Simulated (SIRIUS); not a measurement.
Crystal: TePt.

```
CELL_PARAMETERS angstrom
3.55919 0.00000 0.00000
0.00000 3.55919 0.00000
0.00000 0.00000 3.55919
ATOMIC_POSITIONS crystal
Pt 0.00000 0.00000 0.00000
Te 0.50000 0.50000 0.50000
```

Measurements of this composition are mostly on another form, of space group No. 166.

Program: SIRIUS 7.10.0. Alike in all runs: task single point; potentials or basis PseudoDojo 0.4.1 PBE standard (scalar relativistic); no spin polarisation; cell as given; k mesh 7 × 7 × 7; cutoff (eV) 1152; smearing fermi-dirac 0.05 eV.

Task: Order these runs on this cell by their pressure, lowest first.
A. level revPBE; libxc names ["XC_GGA_X_PBE_R", "XC_GGA_C_PBE"]
B. level PBE; libxc names ["XC_GGA_X_PBE", "XC_GGA_C_PBE"]
C. level LDA; libxc names ["XC_LDA_X", "XC_LDA_C_PW"]
D. level BLYP; libxc names ["XC_GGA_X_B88", "XC_GGA_C_LYP"]
E. level WC; libxc names ["XC_GGA_X_WC", "XC_GGA_C_PBE"]

Result: C (-16.3 GPa), E (-13.7 GPa), B (-9.7 GPa), A (-8.1 GPa), D (-1.9 GPa).

Caveats: the potentials were made for another functional, which shifts forces and pressure (some runs).

Not every run made on this cell is shown here.
